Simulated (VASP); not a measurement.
Write the native input for VASP 6.6.1 that does the following.

```
Task                   : relaxation of cell and atoms
Functional             : PBE
Potentials or basis    : VASP PAW PBE potentials, release 64 (Hf_pv, O)
Cutoff                 : 600 eV
k mesh                 : 4 × 6 × 3
Occupations            : fermi-dirac, width 0.05 eV
Spin                   : no spin polarisation
Target pressure        : 2 GPa
Further INCAR settings : ALGO = Normal; EDIFF = 1e-06; IBRION = 2; EDIFFG = -0.02; NSW = 60; ISIF = 3
Target pressure        : 2 GPa
```

The structure of HfO2 lies in POSCAR:

```
HfO2
1.0
    5.5563950000      0.0000000000      0.0000000000
    0.0000000000      3.3335970000      0.0000000000
    0.0000000000      0.0000000000      6.5049950000
Hf O
4 8
Direct
    0.7486820000      0.7500000000      0.6078710000
    0.2513180000      0.2500000000      0.3921290000
    0.2486820000      0.7500000000      0.8921290000
    0.7513180000      0.2500000000      0.1078710000
    0.6394990000      0.2500000000      0.4234000000
    0.3605010000      0.7500000000      0.5766000000
    0.1394990000      0.2500000000      0.0766000000
    0.8605010000      0.7500000000      0.9234000000
    0.5207940000      0.2500000000      0.8414530000
    0.4792060000      0.7500000000      0.1585470000
    0.0207940000      0.2500000000      0.6585470000
    0.9792060000      0.7500000000      0.3414530000
```

Measurements of this composition are mostly on another form, of space group No. 14.

One way to write it, as run:

INCAR

```
SYSTEM = HfO2
PREC = Accurate ; ENCUT = 600
EDIFF = 1E-6 ; ISMEAR = -1
SIGMA = 0.05 ; LREAL = .FALSE.
LASPH = .TRUE. ; NELM = 80
ALGO = Normal ; ISIF = 3
LWAVE = .FALSE. ; LCHARG = .FALSE.
GGA = PE ; IBRION = 2
NSW = 60 ; EDIFFG = -0.02
PSTRESS = 20
```

KPOINTS

```
regular mesh
0
G
  4 6 3
  0 0 0
```

Potentials or basis: VASP PAW PBE potentials, release 64 (Hf_pv, O).

The run is started by

```sh
$ cat potpaw_PBE.64/Hf_pv/POTCAR potpaw_PBE.64/O/POTCAR > POTCAR
$ mpirun -np 1 vasp_std > vasp.out
```

Results of the run:

The relaxed volume is 9.93 Å³/atom and the relaxed cell is a = 5.538 Å, b = 3.316 Å, c = 6.487 Å, α = 90.00°, β = 90.00°, γ = 90.00°. The space group after relaxing (to 0.05 Å) is Pnma (No. 62). The energy change on relaxing (the enthalpy is what falls) is +0.5 meV/atom, the ionic steps are 7 and the pressure after relaxing is 2.1 GPa. The largest force after relaxing is 0.016 eV/Å. The band gap on the k mesh is 3.39 eV, direct.

Caveat: the cell is relaxed towards a set pressure, so the enthalpy falls and the energy may rise; spin-orbit coupling is left out, which moves the levels of the heavy elements; an odd mesh through Γ misses points on the zone boundary, where band edges often lie.

Run time: 8.6 min on 1 thread of Intel(R) Xeon(R) Platinum 8488C (Sapphire Rapids) (shared host), peak memory 0.35 GiB.
